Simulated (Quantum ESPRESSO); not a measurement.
# Moving the dispersion correction in TiC

The cell as given:

The structure is cubic, space group Fm-3m (No. 225). The conventional cell has a = 4.331 Å, b = 4.331 Å, c = 4.331 Å, α = 90.00°, β = 90.00°, γ = 90.00°. Around Ti (site symmetry m-3m) lie 6 C at 2.17 Å. C (site symmetry m-3m) has 6 Ti at 2.17 Å as nearest neighbours.

Kept alike: task relaxation of cell and atoms; functional PBE; k mesh 11 × 11 × 11; occupations fermi-dirac, width 0.05 eV; no spin polarisation. Program: Quantum ESPRESSO, PseudoDojo 0.4.1 SR PBE standard, cutoff 1143 eV. The mesh is that of the run's cell of 2 atoms. No spin-orbit coupling.

| dispersion correction | volume (Å³/atom) |
| --- | --- |
| D2 | 10.108 |
| D3(zero) | 10.015 |
| D3(BJ) | 9.935 |
| D3M(BJ) | 9.417 |
| none | 10.171 |
| rVV10 | 10.043 |

The relaxations keep at least the cell's symmetry (Fm-3m). For a metal such a mesh leaves the last digits unconverged. Relaxations stop with a little pressure left, so the last digits of a volume or edge aren't settled.

**Question.** What does the dispersion correction change here?

**Answer.** The volume runs from 9.417 (D3M(BJ)) to 10.171 Å³/atom (none). Against no correction: D2 -0.6 %; D3(zero) -1.5 %; D3(BJ) -2.3 %; D3M(BJ) -7.4 %; rVV10 -1.3 %. Dispersion terms mostly attract and so lower the volume; the schemes' coefficients and damping set how far. Measured: 10.09 Å³/atom at 300 K (pmc:8230697, doi:10.3390/ma14123222); nearest D2, 0.02 Å³/atom off. The runs are for a static lattice.

Every correction contracts TiC, but all except D3M(BJ) do so only modestly. This fits a stiff carbide whose cohesion comes mainly from covalent Ti 3d–C 2p bonding, with ionic and metallic contributions; dispersion is a secondary pull on an already strong network. The contraction of 7.4 % with D3M(BJ) is therefore implausible as a measure of real dispersion, and it puts the volume well below the measured one. Since the three D3 variants share their dispersion coefficients, their spread comes from the damping and scaling. The D3M(BJ) parameters, fitted to molecular complexes, probably leave too much attraction at the short distances of a dense solid.

The close match of D2 doesn't make it the best description of the bonding. Zero-point and thermal expansion would enlarge the computed cells, moving D2 away from experiment and rVV10 and D3(zero) towards it. A modest contraction may also simply offset PBE's usual slight underbinding, so agreement in volume can't establish how much dispersion contributes to cohesion.
